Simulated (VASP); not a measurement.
# Sb (R-3m) in VASP: further runs

The runs below take Sb through relaxation of cell and atoms, with PBE.

Everything below comes from runs of VASP 6.6.1. Logs are shortened: lines on timing, memory, paths and dates and some standing lists are left out, and cuts for length are marked.

### Step 1. Starting point

The structure is trigonal, space group R-3m (No. 166). Conventional cell: a = 4.308 Å, b = 4.308 Å, c = 11.274 Å, α = 90.00°, β = 90.00°, γ = 120.00°. Sb (site symmetry 3m) is surrounded by 3 Sb at 2.91 Å.

### Step 2. Relaxation of cell and atoms, PBE

The input, INCAR:

```
SYSTEM = Sb
  PREC = Accurate
  ENCUT = 600
  EDIFF = 1E-6
  ISMEAR = 1
  SIGMA = 0.1
  LREAL = .False.
  LASPH = .True.
  NELM = 80
  ALGO = Normal
  ISIF = 3
  LWAVE = .False.
  LCHARG = .False.
  GGA = PE
  IBRION = 2
  NSW = 90
  EDIFFG = -0.01
```

The input, KPOINTS:

```
regular mesh
0
Gamma
  12 12 10
  0 0 0
```

The input, POSCAR:

```
Sb
1.0
    2.1542000000      1.2437279499      3.7580000000
   -2.1542000000      1.2437279499      3.7580000000
    0.0000000000     -2.4874558998      3.7580000000
Sb
2
Direct
    0.2334900000      0.2334900000      0.2334900000
    0.7665100000      0.7665100000      0.7665100000
```

Potentials or basis: VASP PAW PBE potentials, release 64 (Sb).

Run with:

```console
$ cat potpaw_PBE.64/Sb/POTCAR > POTCAR
$ mpirun -np 1 vasp_std > vasp.out
```

OUTCAR:

```text
SYSTEM = Sb
   PREC = Accurate
   ENCUT = 600
   EDIFF = 1E-6
   ISMEAR = 1
   LREAL = .False.
   LASPH = .True.
   NELM = 80
   ISIF = 3
   GGA = PE
   IBRION = 2
   NSW = 90
   EDIFFG = -0.01

 ion  position               nearest neighbor table
   1  0.233  0.233  0.233-   2 2.91   2 2.91   2 2.91   2 3.35   2 3.35   2 3.35
   2  0.767  0.767  0.767-   1 2.91   1 2.91   1 2.91   1 3.35   1 3.35   1 3.35

  LATTYP: Found a trigonal (rhomboedric) cell.
 ALAT       =     4.5066618304
 COS(alpha) =     0.5430253624

  Lattice vectors:

 A1 = (   2.1542000000,   1.2437279499,   3.7580000000)
 A2 = (  -2.1542000000,   1.2437279499,   3.7580000000)
 A3 = (   0.0000000000,  -2.4874558998,   3.7580000000)

Analysis of symmetry for initial positions (statically):
=====================================================================
 Subroutine PRICEL returns:
 Original cell was already a primitive cell.

 Routine SETGRP: Setting up the symmetry group for a
 trigonal (rhombohedral) supercell.

 Subroutine GETGRP returns: Found 12 space group operations
 (whereof 12 operations were pure point group operations)
 out of a pool of 12 trial point group operations.

The static configuration has the point symmetry D_3d.

Analysis of symmetry for dynamics (positions and initial velocities):
=====================================================================
 Subroutine PRICEL returns:
 Original cell was already a primitive cell.

 Routine SETGRP: Setting up the symmetry group for a
 trigonal (rhombohedral) supercell.

 Subroutine GETGRP returns: Found 12 space group operations
 (whereof 12 operations were pure point group operations)
 out of a pool of 12 trial point group operations.

The dynamic configuration has the point symmetry D_3d.

 Subroutine INISYM returns: Found 12 space group operations
 (whereof 12 operations are pure point group operations),
 and found     1 'primitive' translations

----------------------------------------------------------------------------------------

                                     Primitive cell

  volume of cell :      60.4115

  direct lattice vectors                    reciprocal lattice vectors
     2.154200000  1.243727950  3.758000000     0.232104726  0.134005726  0.088699663
    -2.154200000  1.243727950  3.758000000    -0.232104726  0.134005726  0.088699663
[... 119 lines left out ...]
   NUPDOWN=      -1.0000    fix difference up-down
   EMIN   =  10.00;   EMAX   =-10.00  energy-range for DOS
   EFERMI =   0.00;   METHOD = LEGACY
   ISMEAR =     1;   SIGMA  =   0.10  broadening in eV -4-tet -1-fermi 0-gaus
   EFERMI_NEDOS =   21; number of points for ismear=-14 and -15
   IALGO  =     38    algorithm
   IMIX   =      4    mixing-type and parameters
     AMIX     =   0.40;   BMIX     =  1.00
     AMIX_MAG =   1.60;   BMIX_MAG =  1.00
  volume/ion in A,a.u.               =      30.21       203.84
  Fermi-wavevector in a.u.,A,eV,Ry     =   0.898880  1.698637 10.993305  0.807985
  Thomas-Fermi vector in A             =   2.021644
   LORBIT       =      0    0 simple, 1 ext, 2 COOP (PROOUT), +10 PAW based schemes
   GGA     = PE    functional components
   LHFCALC =     F    Hartree Fock is set to
   AEXX    =    0.0000 exact exchange contribution
   IVDW    =     0    specifies the selected vdW correction
   LEPSILON=     F    determine dielectric tensor
   LRPA    =     F    only Hartree local field effects (RPA)
 conjugate gradient relaxation of ions
 non-spin polarized calculation
 Methfessel and Paxton  Order N= 1 SIGMA  =   0.10
  energy-cutoff  :      600.00
  volume of cell :       60.41
 maximum number of plane-waves:      2042
   NGX = 17   NGY = 17   NGZ = 17

--------------------------------------- Ionic step        1  -------------------------------------------

 number of electron      10.0000000 magnetization

 Free energy of the ion-electron system (eV)
  ---------------------------------------------------
  ext. energy  EPLUGINS =         0.00000000
  ---------------------------------------------------
  free energy    TOTEN  =        -8.24694506 eV

  energy without entropy =       -8.24718473  energy(sigma->0) =       -8.24702495

------------------------ aborting loop because EDIFF is reached ----------------------------------------

  FORCE on cell =-STRESS in cart. coord.  units (eV):
  Direction    XX          YY          ZZ          XY          YZ          ZX
  --------------------------------------------------------------------------------------
  -------------------------------------------------------------------------------------
  Total        1.1179353      1.1179353      0.9340404      0.0000000      0.0000000      0.0000000
  in kB       29.6488468     29.6488468     24.7717577      0.0000000      0.0000000      0.0000000
  external PRESSURE =      28.0231504 kB  Pullay stress =       0.0000000 kB
[... 203 lines left out ...]
--------------------------------------- Ionic step        7  -------------------------------------------

 number of electron      10.0000000 magnetization

 Free energy of the ion-electron system (eV)
  ---------------------------------------------------
  ext. energy  EPLUGINS =         0.00000000
  ---------------------------------------------------
  free energy    TOTEN  =        -8.27225810 eV

  energy without entropy =       -8.27227330  energy(sigma->0) =       -8.27226316

 E-fermi :   6.6537     XC(G=0):  -9.3125

 val. band max:        6.6136085151   @ k =   0.2500   0.2500   0.4000
 cond. band min:       6.6562010556   @ k =   0.3333   0.1667   0.2000
 fundamental gap:      0.0425925405
 Fermi energy:         6.6536889950

 k-point     1 :       0.0000    0.0000    0.0000
  band No.  band energies     occupation
      1      -5.6780      2.00000
      2       1.6125      2.00000
      3       4.7064      2.00000
      4       4.9712      2.00000
      5       4.9712      2.00000
      6       8.6750      0.00000
      7       9.2668      0.00000
      8       9.2668      0.00000
      9      11.8186      0.00000
[... 265 lines left out ...]
 k-point    24 :      -0.4167    0.1667    0.0000
  band No.  band energies     occupation
      1      -3.3099      2.00000
      2      -2.6029      2.00000
      3       3.1386      2.00000
      4       4.5080      2.00000
      5       5.0512      2.00000
      6       7.5995     -0.00000
      7       7.8596     -0.00000
      8       9.6165      0.00000
      9      13.1361      0.00000

 [... further k-points ...]
[... 5 lines left out ...]
  --------------------------------------------------------------------------------------
  -------------------------------------------------------------------------------------
  Total        0.0089595      0.0089595      0.0043241     -0.0000000      0.0000000      0.0000000
  in kB        0.2259330      0.2259330      0.1090421     -0.0000000      0.0000000      0.0000000
  external PRESSURE =       0.1869694 kB  Pullay stress =       0.0000000 kB
[... 17 lines left out ...]
  FREE ENERGIE OF THE ION-ELECTRON SYSTEM (eV)
  ---------------------------------------------------
  free  energy   TOTEN  =        -8.2722580954 eV

  energy  without entropy=       -8.2722732956  energy(sigma->0) =       -8.27226316

 reached required accuracy - stopping structural energy minimisation
```

Wall time 4.9 min (1 thread of Intel Xeon 6975P-C (Granite Rapids), shared host); peak memory 0.42 GiB.

Results:

* Free energy: -8.2723 eV
* Relaxed volume: 31.77 Å³/atom
* Relaxed cell: a = 4.591 Å, b = 4.591 Å, c = 4.591 Å, α = 56.91°, β = 56.91°, γ = 56.91°
* Space group after relaxing (to 0.05 Å): R-3m (No. 166)
* Energy gained by relaxing: 12.7 meV/atom
* Ionic steps: 7
* Pressure after relaxing: 0.0 GPa
* Band gap on the k mesh: none (metal or under the smearing width)

Forces on the atoms (eV/Å):
```
Sb   0.000  0.000 -0.002
Sb   0.000  0.000  0.002
```

Step by step:
```csv
step,energy change (eV),largest force (eV/Å),pressure (GPa),volume (Å³)
1,0.0000,0.2483,2.80,60.41
2,-0.0135,0.2235,-1.57,65.15
3,-0.0248,0.0455,0.04,63.16
4,-0.0249,0.0337,0.03,63.23
5,-0.0252,0.0018,0.00,63.45
6,-0.0253,0.0001,0.01,63.49
7,-0.0253,0.0023,0.02,63.54
```

Final structure:
```
Sb
1.0
     2.18732    1.26285    3.83353
    -2.18732    1.26285    3.83353
     0.00000   -2.52570    3.83353
Sb
2
Direct
  0.23330 0.23330 0.23330
  0.76670 0.76670 0.76670
```

The run has no spin-orbit coupling, so splittings on Sb are missing. PBE usually gives volumes a little too large and moduli too small.

### Step 3. Relaxation of cell and atoms, PBE

This run uses another cell than the first one, of 31.77 Å³/atom, 1.052 times its volume.

Edit INCAR of step 2 so:

```diff
@@ -3,3 +3,3 @@
   ENCUT = 600
-  EDIFF = 1E-6
+  EDIFF = 1E-7
   ISMEAR = 1
@@ -16,2 +16,2 @@
   NSW = 90
-  EDIFFG = -0.01
+  EDIFFG = -0.005
```

KPOINTS is that of step 2.

The input, POSCAR:

```
Sb                                      
1.0
    2.1873236725      1.2628519111      3.8335300500
   -2.1873236725      1.2628519111      3.8335300500
    0.0000000000     -2.5257038223      3.8335300500
  Sb            
     2
Direct
     0.2332985895874529    0.2332985895874529    0.2332985895874529
     0.7667014104125471    0.7667014104125471    0.7667014104125471
```

Potentials or basis: VASP PAW PBE potentials, release 64 (Sb).

Run with:

```console
$ cat potpaw_PBE.64/Sb/POTCAR > POTCAR
$ mpirun -np 1 vasp_std > vasp.out
```

OUTCAR:

```text
SYSTEM = Sb
   PREC = Accurate
   ENCUT = 600
   EDIFF = 1E-7
   ISMEAR = 1
   LREAL = .False.
   LASPH = .True.
   NELM = 80
   ISIF = 3
   GGA = PE
   IBRION = 2
   NSW = 90
   EDIFFG = -0.005

 ion  position               nearest neighbor table
   1  0.233  0.233  0.233-   2 2.95   2 2.95   2 2.95   2 3.42   2 3.42   2 3.42
   2  0.767  0.767  0.767-   1 2.95   1 2.95   1 2.95   1 3.42   1 3.42   1 3.42

  LATTYP: Found a trigonal (rhomboedric) cell.
 ALAT       =     4.5907659973
 COS(alpha) =     0.5459687040

  Lattice vectors:

 A1 = (   2.1873236725,   1.2628519111,   3.8335300500)
 A2 = (  -2.1873236725,   1.2628519111,   3.8335300500)
 A3 = (   0.0000000000,  -2.5257038223,   3.8335300500)

Analysis of symmetry for initial positions (statically):
=====================================================================
 Subroutine PRICEL returns:
 Original cell was already a primitive cell.

 Routine SETGRP: Setting up the symmetry group for a
 trigonal (rhombohedral) supercell.

[... 190 lines left out ...]

 E-fermi :   6.6536     XC(G=0):  -9.3126

 val. band max:        6.6134366926   @ k =   0.2500   0.2500   0.4000
 cond. band min:       6.6561145433   @ k =   0.3333   0.1667   0.2000
 fundamental gap:      0.0426778507
 Fermi energy:         6.6535919336

 k-point     1 :       0.0000    0.0000    0.0000
  band No.  band energies     occupation
      1      -5.6782      2.00000
      2       1.6124      2.00000
      3       4.7063      2.00000
      4       4.9711      2.00000
      5       4.9711      2.00000
      6       8.6747      0.00000
      7       9.2667      0.00000
      8       9.2667      0.00000
      9      11.8186      0.00000
[... 265 lines left out ...]
 k-point    24 :      -0.4167    0.1667    0.0000
  band No.  band energies     occupation
      1      -3.3101      2.00000
      2      -2.6031      2.00000
      3       3.1385      2.00000
      4       4.5079      2.00000
      5       5.0512      2.00000
      6       7.5995     -0.00000
      7       7.8595     -0.00000
      8       9.6164      0.00000
      9      13.1359      0.00000

 [... further k-points ...]
[... 5 lines left out ...]
  --------------------------------------------------------------------------------------
  -------------------------------------------------------------------------------------
  Total        0.0095880      0.0095880      0.0058298      0.0000000     -0.0000000      0.0000000
  in kB        0.2417810      0.2417810      0.1470112      0.0000000     -0.0000000      0.0000000
  external PRESSURE =       0.2101911 kB  Pullay stress =       0.0000000 kB

 VOLUME and BASIS-vectors are now :
 -----------------------------------------------------------------------------
  energy-cutoff  :      600.00
  volume of cell :       63.54
      direct lattice vectors                 reciprocal lattice vectors
     2.187323672  1.262851911  3.833530050     0.228589854  0.131976414  0.086952060
    -2.187323672  1.262851911  3.833530050    -0.228589854  0.131976414  0.086952060
     0.000000000 -2.525703822  3.833530050     0.000000000 -0.263952828  0.086952060

 POSITION                                       TOTAL-FORCE (eV/Angst)
 -----------------------------------------------------------------------------------
      0.00000     -0.00000      2.68307         0.000000      0.000000     -0.002173
      0.00000     -0.00000      8.81752         0.000000     -0.000000      0.002173
 -----------------------------------------------------------------------------------
    total drift:                               -0.000000     -0.000000      0.000000

  FREE ENERGIE OF THE ION-ELECTRON SYSTEM (eV)
  ---------------------------------------------------
  free  energy   TOTEN  =        -8.2723456629 eV

  energy  without entropy=       -8.2723607920  energy(sigma->0) =       -8.27235071

 reached required accuracy - stopping structural energy minimisation
```

OSZICAR:

```text
N       E                     dE             d eps       ncg     rms          rms(c)
DAV:   1     0.408411917888E+02    0.40841E+02   -0.39197E+03  7038   0.969E+02
DAV:   2    -0.641633516160E+01   -0.47258E+02   -0.46308E+02  9873   0.128E+02
DAV:   3    -0.825408099898E+01   -0.18377E+01   -0.17996E+01  8640   0.304E+01
DAV:   4    -0.827223950471E+01   -0.18159E-01   -0.18151E-01  8422   0.332E+00
DAV:   5    -0.827239497689E+01   -0.15547E-03   -0.15547E-03  8224   0.335E-01    0.279E+00
DAV:   6    -0.827220945321E+01    0.18552E-03   -0.26145E-03  7885   0.448E-01    0.169E+00
DAV:   7    -0.827219714086E+01    0.12312E-04   -0.62634E-03  7241   0.689E-01    0.873E-02
DAV:   8    -0.827231137124E+01   -0.11423E-03   -0.23815E-04  7790   0.116E-01    0.258E-02
DAV:   9    -0.827234537962E+01   -0.34008E-04   -0.53878E-05  7513   0.567E-02    0.605E-03
DAV:  10    -0.827234568565E+01   -0.30603E-06   -0.69660E-06  8516   0.168E-02    0.176E-03
DAV:  11    -0.827234566291E+01    0.22738E-07   -0.53619E-07  7490   0.604E-03
   1 F= -.82723457E+01 E0= -.82723507E+01  d E =-.827235E+01
```

Wall time 1.8 min (1 thread of Intel Xeon 6975P-C (Granite Rapids), shared host); peak memory 0.43 GiB.

Results:

```yaml
Free_energy: -8.2723 eV
Pressure_after_relaxing: 0.0 GPa
Band_gap_on_the_k_mesh: none (metal or under the smearing width)
```

Forces on the atoms (eV/Å):
```
Sb   0.000  0.000 -0.002
Sb   0.000  0.000  0.002
```

Final structure:
```
Sb
1.0
     2.18732    1.26285    3.83353
    -2.18732    1.26285    3.83353
     0.00000   -2.52570    3.83353
Sb
2
Direct
  0.23330 0.23330 0.23330
  0.76670 0.76670 0.76670
```

Caveat: the relaxation stopped at its first step, so nothing moved. The run has no spin-orbit coupling, so splittings on Sb are missing.
